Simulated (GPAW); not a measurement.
# PbSe (Clausthalite) (Fm-3m) in GPAW: further runs

One crystal, PbSe (Clausthalite), is run at these levels: revPBE+D3(BJ), revPBE+D4, PBE; tasks: relaxation of cell and atoms, single point.

Everything below comes from runs of GPAW 26.7.0. Logs are shortened: lines on timing, memory, paths and dates and some standing lists are left out, and cuts for length are marked. The log counts tension as positive stress, the text compression.

**Experimental background.**

From a printed reference work, monograph, for a bulk crystal of PbSe at 300 K: band gap 0.28 eV (direct).

How close the calculation comes is told below.

## 1. Starting point

Symmetry: Fm-3m, No. 225, cubic system. Conventional cell: a = 6.121 Å, b = 6.121 Å, c = 6.121 Å, α = 90.00°, β = 90.00°, γ = 90.00°. Pb (site symmetry m-3m) has 6 Se at 3.06 Å as nearest neighbours. Around Se (site symmetry m-3m) lie 6 Pb at 3.06 Å.

## 2. Relaxation of cell and atoms, revPBE+D3(BJ)

Input file run.py:

```python
from ase.calculators.mixing import SumCalculator
from ase.filters import FrechetCellFilter
from ase.io import read, write
from ase.optimize import BFGS
from dftd3.ase import DFTD3
from gpaw import GPAW, PW

atoms = read('PbSe.xyz')

calc = GPAW(mode=PW(600),
            xc='revPBE',
            kpts={'size': (8, 8, 8), 'gamma': True},
            occupations={'name': 'fermi-dirac', 'width': 0.05},
            nbands=19,
            convergence={'density': 1e-05, 'forces': 0.0001},
            maxiter=150,
            txt='gpaw.txt')
atoms.calc = SumCalculator([calc, DFTD3(method='revpbe', damping='d3bj')])
opt = BFGS(FrechetCellFilter(atoms), trajectory='relax.traj', logfile='-')
done = opt.run(fmax=0.05, steps=100)
calc.write('gs.gpw')
write('result.traj', atoms)
print('Converged:', done)
print('Cell:', atoms.cell.cellpar().round(4))
print('Volume:', round(atoms.get_volume(), 4))
print(atoms.get_scaled_positions().round(5))
```

Input file PbSe.xyz:

```xyz
2
Lattice="0.0000000000 3.0606500000 3.0606500000 3.0606500000 0.0000000000 3.0606500000 3.0606500000 3.0606500000 0.0000000000" Properties=species:S:1:pos:R:3 pbc="T T T"
Pb     0.0000000000      0.0000000000      0.0000000000
Se     3.0606500000      3.0606500000      3.0606500000
```

Potentials or basis: the program's PAW data sets (release 1.2.1) made for this functional, pw.

Started as:

```console
$ OMP_NUM_THREADS=1 python run.py
```

gpaw.txt:

```text
__  _  _
 | _ |_)|_||  |
 |__||  | ||/\| - 26.7.0

Input parameters:
  mode=PW(ecut=600.0),
  convergence={'density': 1e-05, 'forces': 0.0001},
  kpts=MonkhorstPack(size=(8, 8, 8), gamma=True),
  maxiter=150,
  nbands=19,
  occupations=Occupations(name='fermi-dirac', width=0.05),
  xc=XC(name='revPBE')

Diagonalizing LCAO Hamiltonian
Converting LCAO to pw mode

                Se

       Pb

Atoms  # Å, Bohr magnetons
|   | symbol |        x |        y |        z |    initial magnetic moments |
|---|--------|----------|----------|----------|-----------------------------|
| 0 |     Pb | 0.000000 | 0.000000 | 0.000000 | ( 0.0000,  0.0000,  0.0000) |
| 1 |     Se | 3.060650 | 3.060650 | 3.060650 | ( 0.0000,  0.0000,  0.0000) |

Unit cell  # Å
| periodic |        x |        y |        z |  lengths |    angles |
|----------|----------|----------|----------|----------|-----------|
|      yes | 0.000000 | 3.060650 | 3.060650 | 4.328413 | 60.000000 |
|      yes | 3.060650 | 0.000000 | 3.060650 | 4.328413 | 60.000000 |
|      yes | 3.060650 | 3.060650 | 0.000000 | 4.328413 | 60.000000 |

Number of symmetries: 48
Symmetry operations  # r_c * U_cc + t_c -> r_c
|    | kind |            matrix            |
|----|------|------------------------------|
|  0 |  σ   |  1, 0, 0,  1, 0,-1,  1,-1, 0 |
|  1 |  C2  |  1, 0, 0,  1,-1, 0,  1, 0,-1 |
|  2 |  E   |  1, 0, 0,  0, 1, 0,  0, 0, 1 |
|  3 |  σ   |  1, 0, 0,  0, 0, 1,  0, 1, 0 |
|  4 |  C4  |  1, 0,-1,  1, 0, 0,  1,-1, 0 |
|  5 |  S6  |  1, 0,-1,  1,-1, 0,  1, 0, 0 |
|  6 |  σ   |  1, 0,-1,  0, 1,-1,  0, 0,-1 |
|  7 |  C3  |  1, 0,-1,  0, 0,-1,  0, 1,-1 |
|  8 |  S6  |  1,-1, 0,  1, 0, 0,  1, 0,-1 |
|  9 |  C4  |  1,-1, 0,  1, 0,-1,  1, 0, 0 |
| 10 |  C3  |  1,-1, 0,  0,-1, 1,  0,-1, 0 |
| 11 |  σ   |  1,-1, 0,  0,-1, 0,  0,-1, 1 |
| 12 |  σ   |  0, 1, 0,  1, 0, 0,  0, 0, 1 |
| 13 |  C4  |  0, 1, 0,  0, 1,-1, -1, 1, 0 |
| 14 |  C3  |  0, 1, 0,  0, 0, 1,  1, 0, 0 |
| 15 |  S6  |  0, 1, 0, -1, 1, 0,  0, 1,-1 |
| 16 |  C2  |  0, 1,-1,  1, 0,-1,  0, 0,-1 |
| 17 |  σ   |  0, 1,-1,  0, 1, 0, -1, 1, 0 |
| 18 |  S4  |  0, 1,-1,  0, 0,-1,  1, 0,-1 |
| 19 |  C4  |  0, 1,-1, -1, 1, 0,  0, 1, 0 |
| 20 |  C3  |  0, 0, 1,  1, 0, 0,  0, 1, 0 |
| 21 |  σ   |  0, 0, 1,  0, 1, 0,  1, 0, 0 |
[... 152 lines left out ...]
convergence criteria:
- Maximum integral of absolute [dens]ity change: 1e-05 electrons / valence electron
- Maximum change in the atomic [forces] across last 2 cycles: 0.0001 eV/Ang OR
Maximum error relative to the maximum force is below inf
- Maximum [total energy] change in last 3 cyles: 0.0005 eV / valence electron
- Maximum integral of absolute [eigenst]ate change: 4e-08 eV^2 / valence electron
maximum number of iterations: 150

SCF iterations
|iter     | |      energy | eigst |  dens |force |
|---------|-|-------------|-------|-------|------|
|iter:   1| |   -8.030256 | -0.25 |       |      |
|iter:   2| |   -7.970020 | -2.07 | -1.23 |      |
|iter:   3| |   -7.776229 | -1.85 | -1.27 |      |
|iter:   4| |   -7.779500 | -3.69 | -1.89 |      |
|iter:   5| |   -7.780765c| -4.17 | -2.27 |      |
|iter:   6| |   -7.780819c| -5.46 | -3.18 |      |
|iter:   7| |   -7.780825c| -6.58 | -3.70 |      |
|iter:   8| |   -7.780825c| -7.51c| -4.44 |      |
|iter:   9| |   -7.780825c| -7.63c| -5.11c|      |
|iter:  10| |   -7.780825c| -8.51c| -5.56c|-22.38c|

Converged in 10 steps
Energy contributions relative to reference atoms: (reference = -633393.709828)

Energy contributions:
  Kinetic:          21.720849
  Coulomb:         -21.687240
  Zero:             -0.074030
  External:          0.000000
  Xc:               -7.740256
  Entropy:          -0.000297
  Spinorbit:         0.000000
  ----------------------------
  Free energy:      -7.780974
  Extrapolated:     -7.780825

dipole moment: (-25.853161, -25.853161, -25.853161)  # |e|*Ang
[... 30 lines left out ...]
Stress tensor  # eV/Ang^3
|         x |         y |         z |
|-----------|-----------|-----------|
| -0.021900 |  0.000000 |  0.000000 |
|  0.000000 | -0.021900 |  0.000000 |
|  0.000000 |  0.000000 | -0.021900 |

Forces  # eV/Ang
|       x |        y |        z |
|---------|----------|----------|
| 0.00000 | -0.00000 | -0.00000 |  # Pb   0
| 0.00000 | -0.00000 | -0.00000 |  # Se   1

Interpolating wave functions to new cell

                Se

       Pb

Atoms  # Å, Bohr magnetons
|   | symbol |        x |        y |        z |    initial magnetic moments |
|---|--------|----------|----------|----------|-----------------------------|
| 0 |     Pb | 0.000000 | 0.000000 | 0.000000 | ( 0.0000,  0.0000,  0.0000) |
| 1 |     Se | 3.058886 | 3.058886 | 3.058886 | ( 0.0000,  0.0000,  0.0000) |

Unit cell  # Å
| periodic |        x |         y |        z |  lengths |    angles |
|----------|----------|-----------|----------|----------|-----------|
|      yes | 0.000000 |  3.058886 | 3.058886 | 4.325917 | 60.000000 |
|      yes | 3.058886 | -0.000000 | 3.058886 | 4.325917 | 60.000000 |
|      yes | 3.058886 |  3.058886 | 0.000000 | 4.325917 | 60.000000 |

Number of symmetries: 48
Symmetry operations  # r_c * U_cc + t_c -> r_c
|    | kind |            matrix            |
|----|------|------------------------------|
|  0 |  σ   |  1, 0, 0,  1, 0,-1,  1,-1, 0 |
|  1 |  C2  |  1, 0, 0,  1,-1, 0,  1, 0,-1 |
|  2 |  E   |  1, 0, 0,  0, 1, 0,  0, 0, 1 |
|  3 |  σ   |  1, 0, 0,  0, 0, 1,  0, 1, 0 |
|  4 |  C4  |  1, 0,-1,  1, 0, 0,  1,-1, 0 |
|  5 |  S6  |  1, 0,-1,  1,-1, 0,  1, 0, 0 |
|  6 |  σ   |  1, 0,-1,  0, 1,-1,  0, 0,-1 |
|  7 |  C3  |  1, 0,-1,  0, 0,-1,  0, 1,-1 |
|  8 |  S6  |  1,-1, 0,  1, 0, 0,  1, 0,-1 |
|  9 |  C4  |  1,-1, 0,  1, 0,-1,  1, 0, 0 |
| 10 |  C3  |  1,-1, 0,  0,-1, 1,  0,-1, 0 |
| 11 |  σ   |  1,-1, 0,  0,-1, 0,  0,-1, 1 |
| 12 |  σ   |  0, 1, 0,  1, 0, 0,  0, 0, 1 |
| 13 |  C4  |  0, 1, 0,  0, 1,-1, -1, 1, 0 |
| 14 |  C3  |  0, 1, 0,  0, 0, 1,  1, 0, 0 |
| 15 |  S6  |  0, 1, 0, -1, 1, 0,  0, 1,-1 |
| 16 |  C2  |  0, 1,-1,  1, 0,-1,  0, 0,-1 |
| 17 |  σ   |  0, 1,-1,  0, 1, 0, -1, 1, 0 |
| 18 |  S4  |  0, 1,-1,  0, 0,-1,  1, 0,-1 |
| 19 |  C4  |  0, 1,-1, -1, 1, 0,  0, 1, 0 |
| 20 |  C3  |  0, 0, 1,  1, 0, 0,  0, 1, 0 |
| 21 |  σ   |  0, 0, 1,  0, 1, 0,  1, 0, 0 |
[... 218 lines left out ...]
Stress tensor  # eV/Ang^3
|         x |         y |         z |
|-----------|-----------|-----------|
| -0.022527 | -0.000000 | -0.000000 |
| -0.000000 | -0.022527 |  0.000000 |
| -0.000000 |  0.000000 | -0.022527 |

Forces  # eV/Ang
|       x |        y |        z |
|---------|----------|----------|
| 0.00000 | -0.00000 | -0.00000 |  # Pb   0
| 0.00000 |  0.00000 | -0.00000 |  # Se   1

Interpolating wave functions to new cell

                Se

       Pb

Atoms  # Å, Bohr magnetons
|   | symbol |        x |        y |        z |    initial magnetic moments |
|---|--------|----------|----------|----------|-----------------------------|
| 0 |     Pb | 0.000000 | 0.000000 | 0.000000 | ( 0.0000,  0.0000,  0.0000) |
| 1 |     Se | 3.051478 | 3.051478 | 3.051478 | ( 0.0000,  0.0000,  0.0000) |

Unit cell  # Å
| periodic |        x |        y |        z |  lengths |    angles |
|----------|----------|----------|----------|----------|-----------|
|      yes | 0.000000 | 3.051478 | 3.051478 | 4.315441 | 60.000000 |
|      yes | 3.051478 | 0.000000 | 3.051478 | 4.315441 | 60.000000 |
|      yes | 3.051478 | 3.051478 | 0.000000 | 4.315441 | 60.000000 |

Number of symmetries: 48
Symmetry operations  # r_c * U_cc + t_c -> r_c
|    | kind |            matrix            |
|----|------|------------------------------|
|  0 |  σ   |  1, 0, 0,  1, 0,-1,  1,-1, 0 |
|  1 |  C2  |  1, 0, 0,  1,-1, 0,  1, 0,-1 |
|  2 |  E   |  1, 0, 0,  0, 1, 0,  0, 0, 1 |
|  3 |  σ   |  1, 0, 0,  0, 0, 1,  0, 1, 0 |
|  4 |  C4  |  1, 0,-1,  1, 0, 0,  1,-1, 0 |
|  5 |  S6  |  1, 0,-1,  1,-1, 0,  1, 0, 0 |
|  6 |  σ   |  1, 0,-1,  0, 1,-1,  0, 0,-1 |
|  7 |  C3  |  1, 0,-1,  0, 0,-1,  0, 1,-1 |
|  8 |  S6  |  1,-1, 0,  1, 0, 0,  1, 0,-1 |
|  9 |  C4  |  1,-1, 0,  1, 0,-1,  1, 0, 0 |
| 10 |  C3  |  1,-1, 0,  0,-1, 1,  0,-1, 0 |
| 11 |  σ   |  1,-1, 0,  0,-1, 0,  0,-1, 1 |
| 12 |  σ   |  0, 1, 0,  1, 0, 0,  0, 0, 1 |
| 13 |  C4  |  0, 1, 0,  0, 1,-1, -1, 1, 0 |
| 14 |  C3  |  0, 1, 0,  0, 0, 1,  1, 0, 0 |
| 15 |  S6  |  0, 1, 0, -1, 1, 0,  0, 1,-1 |
| 16 |  C2  |  0, 1,-1,  1, 0,-1,  0, 0,-1 |
| 17 |  σ   |  0, 1,-1,  0, 1, 0, -1, 1, 0 |
| 18 |  S4  |  0, 1,-1,  0, 0,-1,  1, 0,-1 |
| 19 |  C4  |  0, 1,-1, -1, 1, 0,  0, 1, 0 |
| 20 |  C3  |  0, 0, 1,  1, 0, 0,  0, 1, 0 |
| 21 |  σ   |  0, 0, 1,  0, 1, 0,  1, 0, 0 |
[... 152 lines left out ...]
convergence criteria:
- Maximum integral of absolute [dens]ity change: 1e-05 electrons / valence electron
- Maximum change in the atomic [forces] across last 2 cycles: 0.0001 eV/Ang OR
Maximum error relative to the maximum force is below inf
- Maximum [total energy] change in last 3 cyles: 0.0005 eV / valence electron
- Maximum integral of absolute [eigenst]ate change: 4e-08 eV^2 / valence electron
maximum number of iterations: 150

SCF iterations
|iter     | |      energy | eigst |  dens |force |
|---------|-|-------------|-------|-------|------|
|iter:   1| |   -7.772572 | -2.09 |       |      |
|iter:   2| |   -7.771930 | -4.19 | -2.24 |      |
|iter:   3| |   -7.768649c| -3.79 | -2.28 |      |
|iter:   4| |   -7.768628c| -4.70 | -3.03 |      |
|iter:   5| |   -7.768664c| -5.31 | -3.38 |      |
|iter:   6| |   -7.768670c| -5.87 | -3.71 |      |
|iter:   7| |   -7.768669c| -7.95c| -4.70 |      |
|iter:   8| |   -7.768669c| -7.76c| -5.18c|      |
|iter:   9| |   -7.768669c| -8.50c| -5.94c|-23.67c|

Converged in 9 steps
Energy contributions relative to reference atoms: (reference = -633393.709828)

Energy contributions:
  Kinetic:          22.447750
  Coulomb:         -22.274116
  Zero:             -0.074190
  External:          0.000000
  Xc:               -7.867928
  Entropy:          -0.000370
  Spinorbit:         0.000000
  ----------------------------
  Free energy:      -7.768854
  Extrapolated:     -7.768669

dipole moment: (-25.777161, -25.777161, -25.777161)  # |e|*Ang
[... 30 lines left out ...]
Stress tensor  # eV/Ang^3
|         x |         y |         z |
|-----------|-----------|-----------|
| -0.025204 |  0.000000 |  0.000000 |
|  0.000000 | -0.025204 |  0.000000 |
|  0.000000 |  0.000000 | -0.025204 |

Forces  # eV/Ang
|       x |        y |        z |
|---------|----------|----------|
| 0.00000 |  0.00000 | -0.00000 |  # Pb   0
| 0.00000 | -0.00000 | -0.00000 |  # Se   1

# Writing to gs.gpw (mode='')
```

It took 48 s on 1 thread of Arm Neoverse V1, shared host; peak memory 0.23 GiB.

What came out:

```yaml
Free_energy: -9.1501 eV
Relaxed_volume: 28.41 Å³/atom
Relaxed_cell: a = 4.315 Å, b = 4.315 Å, c = 4.315 Å, α = 60.00°, β = 60.00°, γ = 60.00°
Space_group_after_relaxing_to_0.05_Å: Fm-3m (No. 225)
Energy_gained_by_relaxing: 0.3 meV/atom
Ionic_steps: 3
Pressure_after_relaxing: 0.0 GPa
Band_gap_on_the_k_mesh: 0.27 eV, direct
Dispersion_energy_per_atom: -0.691 eV
```

Step by step:
```tsv
step	energy change (eV)	largest force (eV/Å)	pressure (GPa)	volume (Å³)
1	0.0000	0.0000	-0.45	57.34
2	-0.0002	0.0000	-0.37	57.24
3	-0.0007	0.0000	0.00	56.83
```

Final structure:
```
Pb Se
1.0
     0.00000    3.05148    3.05148
     3.05148    0.00000    3.05148
     3.05148    3.05148    0.00000
Pb Se
1 1
Direct
  0.00000 0.00000 0.00000
  0.50000 0.50000 0.50000
```

Levels at points of the mesh, in eV from the valence-band top:
| k point | band 6 | band 7 | band 8 | band 9 | band 10 | band 11 | band 12 | band 13 | band 14 | band 15 |
| --- | --- | --- | --- | --- | --- | --- | --- | --- | --- | --- |
| (0.00, 0.00, 0.00) | -13.69 | -6.23 | -1.99 | -1.99 | -1.99 | 4.69 | 4.69 | 4.69 | 6.48 | 6.48 |
| (0.50, 0.50, 0.00) | -12.23 | -7.35 | -5.10 | -3.35 | -3.35 | 3.67 | 5.61 | 5.61 | 6.06 | 11.27 |
| (0.50, 0.50, 0.50) | -12.61 | -8.82 | -1.57 | -1.57 | 0.00 | 0.27 | 1.63 | 1.63 | 8.61 | 10.14 |

Caveat: later steps reuse the first step's grids; spin-orbit coupling is left out, which as a rule narrows the gap of such compounds by several tenths of an eV.

(Part 1 of 2 ends here.)
